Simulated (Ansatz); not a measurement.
Here is an Ansatz 0.2.0 calculation.

input.yaml

```yaml
crystal:
  lattice:
    - [2.0915, 1.207528088, 9.7123333333]
    - [-2.0915, 1.207528088, 9.7123333333]
    - [0.0, -2.415056176, 9.7123333333]
  atoms:
    - { symbol: Bi, position: [0.60194, 0.60194, 0.60194] }
    - { symbol: Bi, position: [0.39806, 0.39806, 0.39806] }
    - { symbol: Te, position: [0.0, 0.0, 0.0] }
    - { symbol: Se, position: [0.7884, 0.7884, 0.7884] }
    - { symbol: Se, position: [0.2116, 0.2116, 0.2116] }
hamiltonian:
  xc: r2scan
  pseudopotentials: { kind: paw }
kpoints:
  mp_grid: { grid: [7, 7, 7] }
scf:
  occupations: { method: fermi_dirac, width: 0.05 }
output:
  forces: true
  stress: true
  eigenvalues: true
relax:
  f_tol: 0.01
  max_steps: 40
  cell: { stress_tol: 0.05 }
```

Potentials or basis: Ansatz PAW.

Run with:

```sh
$ ansatz run input.yaml --threads 2 --pin off --max-ram 5632MiB --backend cpu --events-out ev --progress --plain --runs-dir out
```

**Question.** Predict the band gap on the k mesh.

**Answer.** 1.15 eV, direct.

**Question.** Predict the relaxed cell.

**Answer.** a = 10.498 Å, b = 10.498 Å, c = 10.498 Å, α = 23.40°, β = 23.40°, γ = 23.40°.

**Question.** Estimate the space group after relaxing (to 0.05 Å).

**Answer.** R-3m (No. 166).

**Question.** Estimate the relaxed volume.

**Answer.** 32.04 Å³/atom.

Final structure:
```yaml
crystal:
  lattice:
    - [2.12857, 1.22893, 10.20598]
    - [-2.12857, 1.22893, 10.20598]
    - [0.00000, -2.45786, 10.20598]
  atoms:
    - { symbol: Bi, position: [0.59713, 0.59713, 0.59713] }
    - { symbol: Bi, position: [0.40287, 0.40287, 0.40287] }
    - { symbol: Te, position: [0.00000, 0.00000, 0.00000] }
    - { symbol: Se, position: [0.78501, 0.78501, 0.78501] }
    - { symbol: Se, position: [0.21499, 0.21499, 0.21499] }
```

Caveat: odd divisions of the mesh miss points on the zone boundary, where band edges often lie, so the gap on the mesh can be too wide; the plane-wave basis is chosen anew once the cell has moved, so the energies of steps on either side of that aren't comparable; spin-orbit coupling is left out, which as a rule narrows the gap of such compounds by several tenths of an eV; the PAW data sets come from PBE, with cores solved anew for the run's functional, which leaves a small shift of forces and pressure. A k mesh can miss the band edges.
